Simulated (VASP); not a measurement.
Calculation: PW91 GGA, VASP's PBE PAW potentials (set 64) (plane waves; VASP).

A VASP calculation is set up with these files.

File KPOINTS:
```
Regular mesh
0
gamma
  5 5 7
0 0 0
```

**INCAR**
```
ALGO  =  Normal
EDIFF  =  1E-6
EDIFFG  =  -0.02
ENCUT  =  520
GGA  =  91
IBRION  =  2
ISIF  =  3
ISMEAR  =  0
LASPH  =  .True.
LCHARG  =  .False.
LREAL  =  .False.
LWAVE  =  .False.
NELM  =  100
NSW  =  60
PREC  =  Accurate
SIGMA  =  0.05
SYSTEM  =  MgF2
```

### POSCAR
```
MgF2
1
    4.6705383515     0.0000000000     0.0000000000
    0.0000000000     4.6705383515     0.0000000000
    0.0000000000     0.0000000000     3.0852052874
Mg F
2 4
Direct
  0.0000000000   0.0000000000   1.0000000000
  0.5000000000   0.5000000000   0.5000000000
  0.3028541756   0.3028541756   0.0000000000
  0.8028541756   0.1971458244   0.5000000000
  0.1971458244   0.8028541756   0.5000000000
  0.6971458244   0.6971458244   1.0000000000
```

POTCAR, in this order: Mg F (PBE.64 set). Program: vasp_std.

What VASP printed:

### OUTCAR
```
 ion  position               nearest neighbor table
   1  0.000  0.000  0.000-   3 2.00   6 2.00   5 2.02   4 2.02   4 2.02   5 2.02   2 3.65   2 3.65
                             2 3.65   2 3.65   2 3.65   2 3.65   2 3.65   2 3.65
   2  0.500  0.500  0.500-   4 2.00   5 2.00   3 2.02   6 2.02   3 2.02   6 2.02   1 3.65   1 3.65
                             1 3.65   1 3.65   1 3.65   1 3.65   1 3.65   1 3.65
   3  0.303  0.303  0.000-   1 2.00   2 2.02   2 2.02
   4  0.803  0.197  0.500-   2 2.00   1 2.02   1 2.02
   5  0.197  0.803  0.500-   2 2.00   1 2.02   1 2.02
   6  0.697  0.697  0.000-   1 2.00   2 2.02   2 2.02
  LATTYP: Found a simple tetragonal cell.
 ALAT       =     4.6705383515
 C/A-ratio  =     0.6605673811
 Subroutine PRICEL returns:
 Original cell was already a primitive cell.
 Subroutine GETGRP returns: Found 16 space group operations
The static configuration has the point symmetry D_2h.
 The point group associated with its full space group is D_4h.
The dynamic configuration has the point symmetry D_2h.
 Subroutine INISYM returns: Found 16 space group operations
 Subroutine IBZKPT returns following result:
 Found     24 irreducible k-points:

 Following reciprocal coordinates:
            Coordinates               Weight
  0.000000  0.000000  0.000000      1.000000
...
```

**OSZICAR**
```
       N       E                     dE             d eps       ncg     rms          rms(c)
DAV:   1     0.199775589242E+03    0.19978E+03   -0.18157E+04   992   0.149E+03
DAV:   2    -0.250263469698E+02   -0.22480E+03   -0.21616E+03  1280   0.335E+02
DAV:   3    -0.345329742109E+02   -0.95066E+01   -0.94770E+01  1120   0.719E+01
DAV:   4    -0.345963996522E+02   -0.63425E-01   -0.63413E-01  1088   0.674E+00
DAV:   5    -0.345968104679E+02   -0.41082E-03   -0.41080E-03  1120   0.548E-01    0.102E+01
DAV:   6    -0.318360559511E+02    0.27608E+01   -0.11738E+01  1108   0.261E+01    0.303E+00
DAV:   7    -0.318518593519E+02   -0.15803E-01   -0.13778E-01  1020   0.261E+00    0.189E+00
DAV:   8    -0.318780691970E+02   -0.26210E-01   -0.52200E-02  1096   0.270E+00    0.187E-01
DAV:   9    -0.318789531287E+02   -0.88393E-03   -0.43119E-03  1120   0.489E-01    0.771E-02
DAV:  10    -0.318791713833E+02   -0.21825E-03   -0.25911E-04  1068   0.138E-01    0.149E-02
DAV:  11    -0.318791728495E+02   -0.14663E-05   -0.34965E-05  1108   0.484E-02    0.840E-03
DAV:  12    -0.318791729385E+02   -0.88928E-07   -0.11839E-05  1068   0.275E-02    0.274E-03
DAV:  13    -0.318791728344E+02    0.10405E-06   -0.76868E-07   580   0.726E-03
   1 F= -.31879173E+02 E0= -.31879173E+02  d E =-.318792E+02
       N       E                     dE             d eps       ncg     rms          rms(c)
DAV:   1    -0.318794331599E+02   -0.26022E-03   -0.12768E-01   960   0.332E+00    0.107E-01
DAV:   2    -0.318795681574E+02   -0.13500E-03   -0.25920E-03  1100   0.434E-01    0.596E-02
DAV:   3    -0.318795073131E+02    0.60844E-04   -0.42701E-05  1104   0.798E-02    0.217E-02
DAV:   4    -0.318794993672E+02    0.79458E-05   -0.22908E-05  1092   0.503E-02    0.398E-03
DAV:   5    -0.318794995396E+02   -0.17238E-06   -0.25561E-06   928   0.132E-02
   2 F= -.31879500E+02 E0= -.31879500E+02  d E =-.326705E-03
```

### OUTCAR
```
------------------------ aborting loop because EDIFF is reached ----------------------------------------
  FORCE on cell =-STRESS in cart. coord.  units (eV):
  Direction    XX          YY          ZZ          XY          YZ          ZX
  --------------------------------------------------------------------------------------
  Total        0.0432768      0.0432768     -0.0402612      0.0000000      0.0000000      0.0000000
  in kB        1.0302896      1.0302896     -0.9584967      0.0000000      0.0000000      0.0000000
  external PRESSURE =       0.3673608 kB  Pullay stress =       0.0000000 kB
  volume of cell :       67.30
      direct lattice vectors                 reciprocal lattice vectors
     4.672596420  0.000000000  0.000000000     0.214013775 -0.000000000  0.000000000
     0.000000000  4.672596420  0.000000000    -0.000000000  0.214013775  0.000000000
     0.000000000  0.000000000  3.082406790     0.000000000  0.000000000  0.324421813
 POSITION                                       TOTAL-FORCE (eV/Angst)
 -----------------------------------------------------------------------------------
      4.67260      0.00000      0.00000        -0.000000      0.000000      0.000000
      2.33630      2.33630      1.54120         0.000000      0.000000      0.000000
      1.41645      1.41645      3.08241         0.012239      0.012239     -0.000000
      3.75275      0.91985      1.54120         0.012239     -0.012239      0.000000
      0.91985      3.75275      1.54120        -0.012239      0.012239     -0.000000
      3.25614      3.25614      0.00000        -0.012239     -0.012239      0.000000
 -----------------------------------------------------------------------------------
    total drift:                                0.000000      0.000000     -0.000000
  FREE ENERGIE OF THE ION-ELECTRON SYSTEM (eV)
  ---------------------------------------------------
  free  energy   TOTEN  =       -31.8794995396 eV

  energy  without entropy=      -31.8794995396  energy(sigma->0) =      -31.87949954

 reached required accuracy - stopping structural energy minimisation
```
(Selected blocks of OUTCAR.)

File CONTCAR:
```
MgF2
   1.00000000000000
     4.6725964202320522    0.0000000000000000    0.0000000000000000
     0.0000000000000000    4.6725964202320522    0.0000000000000000
     0.0000000000000000    0.0000000000000000    3.0824067897860323
  Mg              F
     2     4
Direct
     1.0000000000000000    0.0000000000000000    0.0000000000000000
     0.5000000000000000    0.5000000000000000    0.5000000000000000
     0.3031403336191315    0.3031403336191315    1.0000000000000000
     0.8031403336191314    0.1968596663808685    0.5000000000000000
     0.1968596663808685    0.8031403336191314    0.5000000000000000
     0.6968596663808686    0.6968596663808686    0.0000000000000000
```

### OUTCAR
```
 val. band max:       -1.4893418567   @ k =   0.0000   0.0000   0.0000

 cond. band min:       5.4379812803   @ k =   0.0000   0.0000   0.0000


 Fermi energy:        -1.1817511196

 k-point     1 :       0.0000    0.0000    0.0000
  band No.  band energies     occupation
      1     -22.0570      2.00000
      2     -21.3059      2.00000
      3     -21.3059      2.00000
      4     -21.2198      2.00000
      5      -5.4441      2.00000
      6      -3.8585      2.00000
      7      -3.5148      2.00000
      8      -3.5148      2.00000
      9      -3.3365      2.00000
     10      -3.3038      2.00000
     11      -2.6759      2.00000
     12      -2.6759      2.00000
     13      -2.2100      2.00000
     14      -1.8050      2.00000
     15      -1.8050      2.00000
     16      -1.4893      2.00000
     17       5.4380      0.00000
     18      10.5732      0.00000
     19      10.5732      0.00000
     20      12.0567      0.00000

 k-point     2 :       0.2000    0.0000    0.0000
  band No.  band energies     occupation
      1     -21.9967      2.00000
      2     -21.4152      2.00000
      3     -21.2889      2.00000
      4     -21.1939      2.00000
      5      -5.3027      2.00000
      6      -3.9393      2.00000
      7      -3.8081      2.00000
      8      -3.3102      2.00000
      9      -3.2782      2.00000
     10      -2.9875      2.00000
     11      -2.7447      2.00000
     12      -2.6319      2.00000
     13      -2.2544      2.00000
     14      -2.1288      2.00000
     15      -1.8314      2.00000
     16      -1.5814      2.00000
     17       5.9186      0.00000
     18       9.8696      0.00000
     19      10.8244      0.00000
     20      12.1881      0.00000

 k-point     3 :       0.4000    0.0000    0.0000
  band No.  band energies     occupation
      1     -21.8347      2.00000
      2     -21.6191      2.00000
      3     -21.2475      2.00000
      4     -21.2056      2.00000
      5      -4.9415      2.00000
...
```

The compound is MgF2 in the rutile structure. This run relaxes it. Symmetry was kept, so distortions that lower it aren't found. The start is the result of an earlier pass.
